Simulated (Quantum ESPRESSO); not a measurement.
# SiC, wurtzite: the electronic dielectric constant against pressure

How does ε∞, from linear response (ph.x, fixed occupations, ions clamped), follow the pressure?

Calculated with Quantum ESPRESSO 7.5, PBEsol, GBRV 1.5 ultrasoft potentials, cutoff 680 eV, Fermi–Dirac smearing 0.02 eV, k-mesh 10×10×6, no spin polarisation, no spin-orbit coupling.

Reference cell, relaxed at zero pressure with PBEsol (P6_3mc): a = 3.0760 Å, b = 3.0760 Å, c = 5.0478 Å, α = 90.00°, β = 90.00°, γ = 120.00°.

```csv
atom,x,y,z
Si,0.3333,0.6667,0.0009
Si,0.6667,0.3333,0.5009
C,0.6667,0.3333,0.1251
C,0.3333,0.6667,0.6251
```

| pressure (GPa) | V (Å³/atom) | ε_xx | ε_yy | ε_zz | mean | gap (eV) |
| --- | --- | --- | --- | --- | --- | --- |
| −4 | 10.535 | 7.082 | 7.082 | 7.431 | 7.198 | 2.156 |
| 0 | 10.341 | 7.030 | 7.030 | 7.380 | 7.147 | 2.123 |
| 5 | 10.120 | 6.974 | 6.974 | 7.325 | 7.091 | 2.084 |
| 10 | 9.921 | 6.926 | 6.926 | 7.278 | 7.043 | 2.048 |
| 20 | 9.571 | 6.847 | 6.847 | 7.203 | 6.966 | 1.981 |
| 30 | 9.270 | 6.784 | 6.784 | 7.147 | 6.905 | 1.922 |

**Question.** Give the mean ε∞ and the long-wavelength refractive index at x = 15, a row left out above (x is the first column).

Least squares with ε = e0 + e1 x + e2 x² gives e0 = 7.1479, e1 = −0.011616 and e2 = 0.0001186. At x = 15 this is 7.000, so n = √ε = 2.646 as an average over directions. The run itself gives 7.002, so the estimate misses by 0.002; the fitted rows themselves lie up to 0.003 off the law.

Along the table the mean ε∞ and the gap move the same way, so the smallest gap doesn't set the screening here. Semilocal functionals tend to give ε∞ too large, the k-mesh wasn't converged for it (a zone-centred mesh of this size overestimates it where the gap is small), and polar lattice vibrations add to the static constant, which isn't calculated here.

[Logs are printed without paths, hosts, clocks, repeated set-up lines and the standing remarks that a program may print on its own settings, such as how far it seeks lower states.]
